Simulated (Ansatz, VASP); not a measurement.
## HfO2: VASP beside Ansatz

```
CELL_PARAMETERS angstrom
0.00000 2.55750 2.55750
2.36569 0.00000 2.55750
2.36569 2.55750 0.00000
ATOMIC_POSITIONS crystal
Hf 0.00000 0.00000 0.00000
O 0.25000 0.25000 0.25000
O 0.75000 0.75000 0.75000
```

Change from the starting cell: strain -0.0750 x Voigt [1, 0, 0, 0, 0, 0], atoms carried along.

Alike in both runs: task single point; functional PBE; k mesh 8 × 8 × 8; occupations gaussian, width 0.05 eV; no spin polarisation.

|  | VASP | Ansatz |
| --- | --- | --- |
| version | VASP 6.6.1 | Ansatz 0.2.0 |
| potentials or method | VASP PAW PBE potentials, release 64 (Hf_pv, O) | scalar-relativistic, plane waves, PAW |
| plane-wave cutoff (eV) | 520 | 420 |
| valence electrons in the cell | 22 | 38 |

Ansatz gave:

| Quantity | Value |
| --- | --- |
| gap on the k mesh at the Fermi level (eV) | 2.86 |
| least direct gap on the mesh (eV) | 3.18 |
| pressure (GPa) | 19.5 |
| largest component of the traceless stress (GPa) | 25.58 |

Q: Estimate VASP's values.

A: gap on the k mesh at the Fermi level (eV): 2.86; least direct gap on the mesh (eV): 3.19; pressure (GPa): 15.2; largest component of the traceless stress (GPa): 26.08.

One of these differences is far larger than is usual between the two programs; its cause wasn't traced. The two sets of potentials don't hold the same shells in valence.

Caveats: so large a pressure means that the cell lies far from this level's equilibrium, or that cutoff or potentials fall short (VASP); spin-orbit coupling is left out, which moves the levels of the heavy elements. A k mesh can miss the band edges.
